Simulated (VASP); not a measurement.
# InAs in VASP: further runs

The runs below take InAs through single point, with PBEsol.

Program: VASP 6.6.1. These are calculated values, not measurements. Logs are shortened: lines on timing, memory, paths and dates and some standing lists are left out, and cuts for length are marked.

**The experiment to reproduce.**

From a printed reference work, data compilation, for a bulk crystal of InAs at 4.2 K: band gap 0.418 eV (direct).

How close the calculation comes is told below.

## Step 1: The cell of the first run

The structure is cubic, space group F-43m (No. 216). The conventional cell has a = 6.021 Å, b = 6.021 Å, c = 6.021 Å, α = 90.00°, β = 90.00°, γ = 90.00°. Within 3.4 Å of In (site symmetry -43m) lie 4 As at 2.61 Å. Within 3.4 Å of As (site symmetry -43m) lie 4 In at 2.61 Å.

## Step 2: Single point, PBEsol

INCAR

```
SYSTEM = InAs
  ALGO = Normal
  EDIFF = 1E-6
  ENCUT = 500
  GGA = PS
  GGA_COMPAT = .False.
  ISIF = 2
  ISMEAR = -1
  LASPH = .True.
  LCHARG = .False.
  LREAL = .False.
  LWAVE = .False.
  NBANDS = 16
  NELM = 120
  PREC = Accurate
  SIGMA = 0.05
```

KPOINTS

```
k-points
0
Gamma
  8 8 8
  0 0 0
```

POSCAR

```
InAs
1.0
    0.0000000000      3.0103663666      3.0103663666
    3.0103663666      0.0000000000      3.0103663666
    3.0103663666      3.0103663666      0.0000000000
In As
1 1
Direct
    0.0000000000      0.0000000000      0.0000000000
    0.7500000000      0.7500000000      0.7500000000
```

Potentials or basis: VASP PAW PBE potentials, release 64 (In_d, As).

The run is started by

```sh
cat potpaw_PBE.64/In_d/POTCAR potpaw_PBE.64/As/POTCAR > POTCAR
mpirun -np 1 vasp_std > vasp.out
```

OUTCAR:

```text
SYSTEM = InAs
   EDIFF = 1E-6
   ENCUT = 500
   GGA = PS
   ISIF = 2
   ISMEAR = -1
   LASPH = .True.
   LREAL = .False.
   NELM = 120
   PREC = Accurate

 ion  position               nearest neighbor table
   1  0.000  0.000  0.000-   2 2.61   2 2.61   2 2.61   2 2.61
   2  0.750  0.750  0.750-   1 2.61   1 2.61   1 2.61   1 2.61

  LATTYP: Found a face centered cubic cell.
 ALAT       =     6.0207327332

  Lattice vectors:

 A1 = (   0.0000000000,   3.0103663666,   3.0103663666)
 A2 = (   3.0103663666,   0.0000000000,   3.0103663666)
 A3 = (   3.0103663666,   3.0103663666,   0.0000000000)

Analysis of symmetry for initial positions (statically):
=====================================================================
 Subroutine PRICEL returns:
 Original cell was already a primitive cell.

 Routine SETGRP: Setting up the symmetry group for a
 face centered cubic supercell.

 Subroutine GETGRP returns: Found 24 space group operations
 (whereof 24 operations were pure point group operations)
 out of a pool of 48 trial point group operations.

The static configuration has the point symmetry T_d .

Analysis of symmetry for dynamics (positions and initial velocities):
=====================================================================
 Subroutine PRICEL returns:
 Original cell was already a primitive cell.

 Routine SETGRP: Setting up the symmetry group for a
 face centered cubic supercell.

 Subroutine GETGRP returns: Found 24 space group operations
 (whereof 24 operations were pure point group operations)
 out of a pool of 48 trial point group operations.

The dynamic configuration has the point symmetry T_d .

 Subroutine INISYM returns: Found 24 space group operations
 (whereof 24 operations are pure point group operations),
 and found     1 'primitive' translations

----------------------------------------------------------------------------------------

                                     Primitive cell

  volume of cell :      54.5617

  direct lattice vectors                    reciprocal lattice vectors
     0.000000000  3.010366367  3.010366367    -0.166092741  0.166092741  0.166092741
     3.010366367  0.000000000  3.010366367     0.166092741 -0.166092741  0.166092741
     3.010366367  3.010366367  0.000000000     0.166092741  0.166092741 -0.166092741

  length of vectors
     4.257300943  4.257300943  4.257300943     0.287681065  0.287681065  0.287681065

  position of ions in fractional coordinates (direct lattice)
     0.000000000  0.000000000  0.000000000
     0.750000000  0.750000000  0.750000000

  ion indices of the primitive-cell ions
   primitive index   ion index
                 1           1
                 2           2

----------------------------------------------------------------------------------------

 KPOINTS: k-points

Automatic generation of k-mesh.
 Grid dimensions read from file:
 generate k-points for:    8    8    8

 Generating k-lattice:

  Cartesian coordinates                     Fractional coordinates (reciprocal lattice)
    -0.020761593  0.020761593  0.020761593     0.125000000  0.000000000  0.000000000
     0.020761593 -0.020761593  0.020761593     0.000000000  0.125000000  0.000000000
     0.020761593  0.020761593 -0.020761593     0.000000000  0.000000000  0.125000000

  Length of vectors
     0.035960133  0.035960133  0.035960133

  Shift w.r.t. Gamma in fractional coordinates (k-lattice)
     0.000000000  0.000000000  0.000000000

 Subroutine IBZKPT returns following result:
 ===========================================

 Found     29 irreducible k-points:

 Following reciprocal coordinates:
            Coordinates               Weight
  0.000000  0.000000  0.000000      1.000000
  0.125000  0.000000  0.000000      8.000000
  0.250000  0.000000  0.000000      8.000000
  0.375000  0.000000  0.000000      8.000000
  0.500000  0.000000  0.000000      4.000000
  0.125000  0.125000  0.000000      6.000000
[... 16 lines left out ...]
  0.500000  0.250000  0.125000     48.000000
 -0.375000  0.250000  0.125000     24.000000
 [... further k-points ...]
   k-points           NKPTS =     29   k-points in BZ     NKDIM =     29   number of bands    NBANDS=     16
   number of dos      NEDOS =    301   number of ions     NIONS =      2
   total plane-waves  NPLWV =  32768
   dimension x,y,z NGX =    32 NGY =   32 NGZ =   32
   dimension x,y,z NGXF=    64 NGYF=   64 NGZF=   64
   ions per type =               1   1
   NGX,Y,Z   is equivalent  to a cutoff of  12.50, 12.50, 12.50 a.u.
   NGXF,Y,Z  is equivalent  to a cutoff of  24.99, 24.99, 24.99 a.u.
 SYSTEM =  InAs
   PREC   = accura    normal or accurate (medium, high low for compatibility)
   ISTART =      0    job   : 0-new  1-cont  2-samecut
   ICHARG =      2    charge: 1-file 2-atom 10-const
   ISPIN  =      1    spin polarized calculation?
   LNONCOLLINEAR =      F non collinear calculations
   LSORBIT =      F    spin-orbit coupling
[... 47 lines left out ...]

  energy without entropy =       -8.47396377  energy(sigma->0) =       -8.47423001

 E-fermi :   4.5541     XC(G=0):  -9.3410

 val. band max:        4.5074881485   @ k =   0.0000   0.0000   0.0000
 cond. band min:       5.4087742296   @ k =   0.5000   0.0000   0.0000
 fundamental gap:      0.9012860811
 Fermi energy:         4.5541276965

 k-point     1 :       0.0000    0.0000    0.0000
  band No.  band energies     occupation
      1      -9.8548      2.00000
      2      -9.8548      2.00000
      3      -9.8548      2.00000
      4      -9.7213      2.00000
      5      -9.7213      2.00000
      6      -7.4690      2.00000
[... 8 lines left out ...]
     15      14.2073      0.00000
     16      14.2073      0.00000

 k-point     2 :       0.1250    0.0000    0.0000
  band No.  band energies     occupation
      1      -9.8771      2.00000
      2      -9.8486      2.00000
      3      -9.8486      2.00000
      4      -9.7214      2.00000
      5      -9.7214      2.00000
      6      -7.3019      2.00000
[... 8 lines left out ...]
     15      13.2720      0.00000
     16      13.2720      0.00000

 k-point     3 :       0.2500    0.0000    0.0000
  band No.  band energies     occupation
      1      -9.9268      2.00000
      2      -9.8351      2.00000
      3      -9.8351      2.00000
      4      -9.7200      2.00000
      5      -9.7200      2.00000
      6      -6.8442      2.00000
[... 8 lines left out ...]
     15      13.0262      0.00000
     16      13.0262      0.00000

 k-point     4 :       0.3750    0.0000    0.0000
  band No.  band energies     occupation
      1      -9.9721      2.00000
      2      -9.8246      2.00000
      3      -9.8246      2.00000
      4      -9.7156      2.00000
      5      -9.7156      2.00000
      6      -6.2566      2.00000
[... 8 lines left out ...]
     15      13.9905      0.00000
     16      13.9905      0.00000

 k-point     5 :       0.5000    0.0000    0.0000
  band No.  band energies     occupation
      1      -9.9898      2.00000
      2      -9.8213      2.00000
      3      -9.8213      2.00000
      4      -9.7127      2.00000
      5      -9.7127      2.00000
      6      -5.9406      2.00000
[... 8 lines left out ...]
     15      15.2533      0.00000
     16      15.2533      0.00000

 k-point     6 :       0.1250    0.1250    0.0000
  band No.  band energies     occupation
      1      -9.8906      2.00000
      2      -9.8426      2.00000
      3      -9.8426      2.00000
      4      -9.7262      2.00000
      5      -9.7177      2.00000
      6      -7.2468      2.00000
[... 8 lines left out ...]
     15      13.1410      0.00000
     16      14.3751      0.00000
[... 267 lines left out ...]
 k-point    21 :       0.5000    0.5000    0.0000
  band No.  band energies     occupation
      1     -10.0512      2.00000
      2      -9.7679      2.00000
      3      -9.7679      2.00000
      4      -9.7632      2.00000
      5      -9.6970      2.00000
      6      -5.3801      2.00000
[... 8 lines left out ...]
     15      16.0192      0.00000
     16      16.7236      0.00000

 k-point    22 :       0.3750    0.2500    0.1250
  band No.  band energies     occupation
      1      -9.9669      2.00000
      2      -9.8188      2.00000
      3      -9.8139      2.00000
      4      -9.7341      2.00000
      5      -9.7111      2.00000
      6      -6.4702      2.00000
[... 8 lines left out ...]
     15      14.6202      0.00000
     16      15.2537      0.00000

 k-point    23 :       0.5000    0.2500    0.1250
  band No.  band energies     occupation
      1      -9.9957      2.00000
      2      -9.8131      2.00000
      3      -9.8020      2.00000
      4      -9.7315      2.00000
      5      -9.7113      2.00000
      6      -5.9425      2.00000
[... 8 lines left out ...]
     15      14.7811      0.00000
     16      15.5676      0.00000

 k-point    24 :      -0.3750    0.2500    0.1250
  band No.  band energies     occupation
      1     -10.0065      2.00000
      2      -9.8121      2.00000
      3      -9.7977      2.00000
      4      -9.7270      2.00000
      5      -9.7134      2.00000
      6      -5.6652      2.00000
[... 8 lines left out ...]
     15      14.8438      0.00000
     16      15.6054      0.00000

 [... further k-points ...]
[... 5 lines left out ...]
  --------------------------------------------------------------------------------------
  -------------------------------------------------------------------------------------
  Total        0.7144154      0.7144154      0.7144154      0.0000000      0.0000000      0.0000000
  in kB       20.9784478     20.9784478     20.9784478      0.0000000      0.0000000      0.0000000
  external PRESSURE =      20.9784478 kB  Pullay stress =       0.0000000 kB

 VOLUME and BASIS-vectors are now :
 -----------------------------------------------------------------------------
  energy-cutoff  :      500.00
  volume of cell :       54.56
      direct lattice vectors                 reciprocal lattice vectors
     0.000000000  3.010366367  3.010366367    -0.166092741  0.166092741  0.166092741
     3.010366367  0.000000000  3.010366367     0.166092741 -0.166092741  0.166092741
     3.010366367  3.010366367  0.000000000     0.166092741  0.166092741 -0.166092741

 POSITION                                       TOTAL-FORCE (eV/Angst)
 -----------------------------------------------------------------------------------
      0.00000      0.00000      0.00000         0.000000      0.000000      0.000000
      4.51555      4.51555      4.51555        -0.000000     -0.000000     -0.000000
 -----------------------------------------------------------------------------------
    total drift:                                0.000000      0.000000      0.000000

  FREE ENERGIE OF THE ION-ELECTRON SYSTEM (eV)
  ---------------------------------------------------
  free  energy   TOTEN  =        -8.4744962513 eV

  energy  without entropy=       -8.4739637729  energy(sigma->0) =       -8.47423001
```

It took 12 s on 1 thread of Intel Xeon 6975P-C (Granite Rapids), shared host; peak memory 0.18 GiB.

What came out:

```yaml
Free_energy: -8.4745 eV
Pressure: 2.1 GPa
Band_gap_on_the_k_mesh: zero (filled and empty bands touch)
```

Caveat: the PAW data sets were made with another functional, which shifts forces and pressure a little; spin-orbit coupling is left out, which moves the levels of the heavy elements.

## Step 3: Single point, PBEsol

This run uses another cell than the first one, of 28.21 Å³/atom, 1.034 times its volume.

INCAR

```
ALGO = Normal ; EDIFF = 1E-6
ENCUT = 500 ; GGA = PS
GGA_COMPAT = False ; ISIF = 2
ISMEAR = -1 ; LASPH = True
LCHARG = False ; LREAL = False
LWAVE = False ; NBANDS = 16
NELM = 120 ; PREC = Accurate
SIGMA = 0.05
```

KPOINTS

```
k-points
0
Gamma
  8 8 8
```

POSCAR

```
InAs
1.0
    0.0000000000      3.0441815433      3.0441815433
    3.0441815433      0.0000000000      3.0441815433
    3.0441815433      3.0441815433      0.0000000000
In As
1 1
Direct
    0.0000000000      0.0000000000      0.0000000000
    0.7500000000      0.7500000000      0.7500000000
```

Potentials or basis: VASP PAW PBE potentials, release 64 (In_d, As).

The run is started by

```sh
cat potpaw_PBE.64/In_d/POTCAR potpaw_PBE.64/As/POTCAR > POTCAR
mpirun -np 1 vasp_std > vasp.out
```

Run time: 11 s. Hardware: 1 thread of Intel Xeon 6975P-C (Granite Rapids), shared host; peak memory 0.18 GiB.

It converged, with:

| Property | Result |
| --- | --- |
| Free energy | -8.4871 eV |
| Pressure | 0.1 GPa |
| Band gap on the k mesh | zero (filled and empty bands touch) |

Levels at points of the mesh, in eV from the Fermi level:
```csv
k point,band 6,band 7,band 8,band 9,band 10,band 11,band 12,band 13
"(0.00, 0.00, 0.00)",-11.81,-0.44,-0.05,-0.05,-0.05,3.80,3.80,3.80
"(0.50, 0.00, 0.00)",-10.39,-5.76,-1.02,-1.02,0.78,4.56,4.56,6.64
"(0.50, 0.50, 0.00)",-9.86,-5.84,-2.33,-2.33,1.42,1.93,8.90,9.03
```

Caveat: the PAW data sets were made with another functional, which shifts forces and pressure a little; spin-orbit coupling is left out, which moves the levels of the heavy elements.

## Step 4: Single point, PBEsol

This run uses another cell than the first one, of 27.76 Å³/atom, 1.018 times its volume.

INCAR

```
PREC = Accurate
ENCUT = 500
EDIFF = 1E-6
ISMEAR = -1
SIGMA = 0.05
LREAL = False
LASPH = True
NELM = 120
ALGO = Normal
ISIF = 2
LWAVE = False
LCHARG = False
GGA = PS
NBANDS = 16
GGA_COMPAT = False
```

KPOINTS

```
Automatic mesh
0
Gamma
  6 6 6
```

POSCAR

```
InAs
1.0
    0.0000000000      3.0180000000      3.0481800000
    3.0180000000      0.0000000000      3.0481800000
    3.0180000000      3.0180000000      0.0000000000
In As
1 1
Direct
    0.0000000000      0.0000000000      0.0000000000
    0.7500000000      0.7500000000      0.7500000000
```

The run is started by

```sh
cat potpaw_PBE.64/In_d/POTCAR potpaw_PBE.64/As/POTCAR > POTCAR
mpirun -np 1 vasp_std > vasp.out
```

Run time: 9.2 s. Hardware: 1 thread of Intel Xeon 6975P-C (Granite Rapids), shared host; peak memory 0.18 GiB.

It converged, with:

| Property | Result |
| --- | --- |
| Free energy | -8.4679 eV |
| Pressure | 1.1 GPa |
| Band gap on the k mesh | zero (filled and empty bands touch) |

Stress tensor (GPa, compression positive):
```
1.17 0.00 0.00
0.00 1.17 0.00
0.00 0.00 0.84
```

Levels at points of the mesh, in eV from the Fermi level:
```
           k point  band 7  band 8  band 9  band 10  band 11  band 12
(0.00, 0.00, 0.00)   -0.35   -0.07   -0.02    -0.02     3.80     3.80
(0.50, 0.00, 0.00)   -5.83   -1.06   -1.00     0.82     4.55     4.61
(0.50, 0.50, 0.00)   -5.94   -2.33   -2.33     1.44     2.00     8.95
(0.50, 0.00, 0.50)   -5.89   -2.39   -2.39     1.39     1.91     9.04
```

Caveat: the PAW data sets were made with another functional, which shifts forces and pressure a little; spin-orbit coupling is left out, which moves the levels of the heavy elements.

## Step 5: Single point, PBEsol

This run uses another cell than the first one, of 28.04 Å³/atom, 1.028 times its volume.

INCAR

```
SYSTEM = InAs
  ALGO = Normal
  EDIFF = 1E-6
  ENCUT = 500
  GGA = PS
  GGA_COMPAT = .False.
  ISIF = 2
  ISMEAR = -1
  LASPH = .True.
  LCHARG = .False.
  LREAL = .False.
  LWAVE = .False.
  NBANDS = 16
  NELM = 120
  PREC = Accurate
  SIGMA = 0.05
```

KPOINTS

```
k-points
0
Gamma
  6 6 6
  0 0 0
```

POSCAR

```
InAs
1.0
    0.0000000000      3.0180000000      3.0783600000
    3.0180000000      0.0000000000      3.0783600000
    3.0180000000      3.0180000000      0.0000000000
In As
1 1
Direct
    0.0000000000      0.0000000000      0.0000000000
    0.7500000000      0.7500000000      0.7500000000
```

The run is started by

```sh
cat potpaw_PBE.64/In_d/POTCAR potpaw_PBE.64/As/POTCAR > POTCAR
mpirun -np 1 vasp_std > vasp.out
```

Run time: 8.9 s. Hardware: 1 thread of Intel Xeon 6975P-C (Granite Rapids), shared host; peak memory 0.18 GiB.

Results (log left out):

| Property | Result |
| --- | --- |
| Free energy | -8.4695 eV |
| Pressure | 0.5 GPa |
| Band gap on the k mesh | zero (filled and empty bands touch) |

Stress tensor (GPa, compression positive):
```
0.69 0.00 0.00
0.00 0.69 0.00
0.00 0.00 0.01
```

Levels at points of the mesh, in eV from the Fermi level:
| k point | band 5 | band 6 | band 7 | band 8 | band 9 | band 10 | band 11 | band 12 | band 13 | band 14 |
| --- | --- | --- | --- | --- | --- | --- | --- | --- | --- | --- |
| (0.00, 0.00, 0.00) | -14.23 | -11.84 | -0.40 | -0.11 | -0.01 | -0.01 | 3.79 | 3.79 | 3.83 | 7.23 |
| (0.50, 0.00, 0.00) | -14.22 | -10.40 | -5.79 | -1.09 | -0.96 | 0.79 | 4.51 | 4.63 | 6.65 | 8.78 |
| (0.50, 0.50, 0.00) | -14.21 | -9.91 | -5.94 | -2.27 | -2.27 | 1.48 | 2.05 | 8.83 | 9.07 | 9.07 |
| (0.50, 0.00, 0.50) | -14.21 | -9.85 | -5.83 | -2.38 | -2.37 | 1.38 | 1.87 | 8.97 | 8.99 | 9.15 |

Caveat: the PAW data sets were made with another functional, which shifts forces and pressure a little; spin-orbit coupling is left out, which moves the levels of the heavy elements.

## Step 6: Overview

```csv
cell,k mesh,gap on the mesh (eV),pressure (GPa)
"a = 4.257 Å, angles 60.0°, 2 atoms",8 × 8 × 8,none,2.1
"a = 4.305 Å, angles 60.0°, 2 atoms",8 × 8 × 8,none,0.1
"a = 4.289, b = 4.289, c = 4.268 Å, angles 60.2, 60.2, 59.7°, 2 atoms",6 × 6 × 6,none,1.1
"a = 4.311, b = 4.311, c = 4.268 Å, angles 60.3, 60.3, 59.3°, 2 atoms",6 × 6 × 6,none,0.5
```

Alike in all rows: task single point; level PBEsol; potentials or basis VASP PAW PBE potentials, release 64 (In_d, As); no spin polarisation; cutoff (eV) 500; smearing fermi-dirac 0.05 eV.

Caveats: the PAW data sets were made with another functional, which shifts forces and pressure a little; spin-orbit coupling is left out, which moves the levels of the heavy elements.

Absolute energies hang on the potentials; compare differences alone.

## Step 7: How close it comes

Step 2. Against the measured gap of InAs, 0.418 eV (direct; 4.2 K; a printed reference work, data compilation), the calculated 0.00 eV is off by -0.42 eV. Spin-orbit coupling on As, In is left out. The value is that of PBEsol on a finite k mesh, which can miss the band edges, without temperature or zero-point motion. Semilocal functionals fall short of measured gaps as a rule.

Step 3. Measured gap of InAs: 0.418 eV (direct; 4.2 K; a printed reference work, data compilation). This calculation gives 0.00 eV (-0.42 eV). Spin-orbit coupling on As, In is left out. The value is that of PBEsol on a finite k mesh, which can miss the band edges, without temperature or zero-point motion. Semilocal functionals fall short of measured gaps as a rule.
